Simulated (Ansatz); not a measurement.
**ZnS**

**The experiment.** The Crystallography Open Database holds a cell as deposited of hexagonal ZnS (space group P6_3mc), temperature not stated (1993, doi:10.1103/PhysRevB.48.4335): a, c = 3.811, 6.234 Å, 19.60 Å³/atom.

Method: PBEsol, scalar-relativistic; no spin polarisation; PAW, 420 eV, 10×10×6 k-mesh, Gaussian smearing of 0.05 eV; code Ansatz. The datasets are Ansatz's generated set soft_2.

```
CELL_PARAMETERS angstrom
3.78162 0.00000 0.00000
-1.89081 3.27498 0.00000
0.00000 0.00000 6.20965
ATOMIC_POSITIONS crystal
Zn 0.33333 0.66667 0.00546
Zn 0.66667 0.33333 0.50546
S 0.33333 0.66667 0.37954
S 0.66667 0.33333 0.87954
```

The chain of runs began from a cell as deposited in COD, expanded in volume.

The cell above was scaled in volume, and shape and atoms were relaxed at each volume within its symmetry. Energies are counted from the cell above.

Cell and atoms are those of this level's equilibrium.

```json
{"V (Å³/atom)": "18.457", "ΔE (meV/atom)": "8.09", "P from the stress (GPa)": "3.50"}
{"V (Å³/atom)": "18.842", "ΔE (meV/atom)": "1.95", "P from the stress (GPa)": "1.65"}
{"V (Å³/atom)": "19.226", "ΔE (meV/atom)": "0.00", "P from the stress (GPa)": "-0.01"}
{"V (Å³/atom)": "19.611", "ΔE (meV/atom)": "1.83", "P from the stress (GPa)": "-1.49"}
{"V (Å³/atom)": "19.995", "ΔE (meV/atom)": "7.05", "P from the stress (GPa)": "-2.83"}
```

Q: Do the energies and the pressures agree? Compare −ΔE/ΔV between neighbouring points (1 meV/Å³ = 0.1602 GPa) with the mean of their pressures.

A: 
| interval (Å³/atom) | −ΔE/ΔV (GPa) | mean P (GPa) |
| --- | --- | --- |
| 18.46 to 18.84 | 2.6 | 2.6 |
| 18.84 to 19.23 | 0.8 | 0.8 |
| 19.23 to 19.61 | -0.8 | -0.8 |
| 19.61 to 20.00 | -2.2 | -2.2 |
They differ by 0.02 GPa at most.

Q: What do the two routes give for V0, B0 and B0′?

A: A third-order Birch–Murnaghan fit of the energies: V0 = 19.23 Å³/atom, B0 = 79 GPa, B0′ = 4.3. A polynomial of P in ln V, with B = −dP/d ln V at P = 0: V0 = 19.22 Å³/atom, B0 = 79 GPa, B0′ = 4.4.

B0·V0 = 78.6 GPa × 19.23 Å³ = 9.43 eV/atom sets the scale: near the minimum ΔE ≈ ½ B0 V0 x², with x = V/V0 − 1, and a pressure of 0.8 GPa squeezes the volume by about 1 %. At the ends of the curve: x = −4.0 % predicts 7.5 meV/atom and the run gives 8.1; x = +4.0 % predicts 7.6 meV/atom and the run gives 7.1. The lopsidedness is anharmonic: atoms resist being pushed together more than being pulled apart.

**Comparison.** The computed cell (3.782, 6.210 Å, 19.23 Å³/atom) differs from the database's by −1.9 % in volume, about −0.6 % in length. PBEsol was built to cure PBE's overestimate of volumes, and the static lattice lacks thermal expansion.

